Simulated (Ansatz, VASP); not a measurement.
## One calculation of Zn, two programs

The input INCAR:

```
PREC = Accurate
ENCUT = 520
EDIFF = 1E-6
ISMEAR = -1
SIGMA = 0.1
LREAL = F
LASPH = T
NELM = 80
ALGO = Normal
ISIF = 2
LWAVE = F
LCHARG = F
GGA = CA
NBANDS = 19
```

Contents of KPOINTS:

```
Automatic mesh
0
Gamma
  9 9 4
```

Contents of POSCAR:

```
Zn
1.0
    2.5709734941      0.0000000000      0.0000000000
   -1.2854867470      2.2265283583      0.0000000000
    0.0000000000      0.0000000000      4.7361908757
Zn
2
Direct
    0.3333333333      0.6666666667      0.2500000000
    0.6666666667      0.3333333333      0.7500000000
```

Input for Ansatz:

```yaml
crystal:
  lattice:
    - [2.5709734941, 0.0, 0.0]
    - [-1.285486747, 2.2265283583, 0.0]
    - [0.0, 0.0, 4.7361908757]
  atoms:
    - { symbol: Zn, position: [0.3333333333, 0.6666666667, 0.25] }
    - { symbol: Zn, position: [0.6666666667, 0.3333333333, 0.75] }
hamiltonian:
  xc: lda
  pseudopotentials:
    kind: paw
    azcp:
      Zn: "pseudopotentials/Zn.paw.azcp"
basis:
  ecutwfc: 420
  fft_grid_basis: typed
kpoints:
  mp_grid: { grid: [9, 9, 4], shift: [0, 0, 0] }
magnetization:
  spin_polarized: false
scf:
  occupations: { method: fermi_dirac, width: 0.1 }
  lower_state_search: "off"
output:
  stress: true
```

Alike in both runs: task single point; functional LDA; k mesh 9 × 9 × 4; occupations fermi-dirac, width 0.1 eV; no spin polarisation.

|  | VASP | Ansatz |
| --- | --- | --- |
| version | VASP 6.6.1 | Ansatz 0.2.0 |
| potentials or method | VASP PAW LDA potentials, release 64 (Zn) | plane waves (420 eV) with PAW, scalar-relativistic |
| plane-wave cutoff (eV) | 520 | 420 |
| valence electrons in the cell | 24 | 24 |

```csv
,VASP,Ansatz,Ansatz less VASP
pressure (GPa),0.6,-0.2,-0.72
largest component of the traceless stress (GPa),2.28,2.07,-0.206
```

Ansatz warned: «pseudo_functional_mismatch».
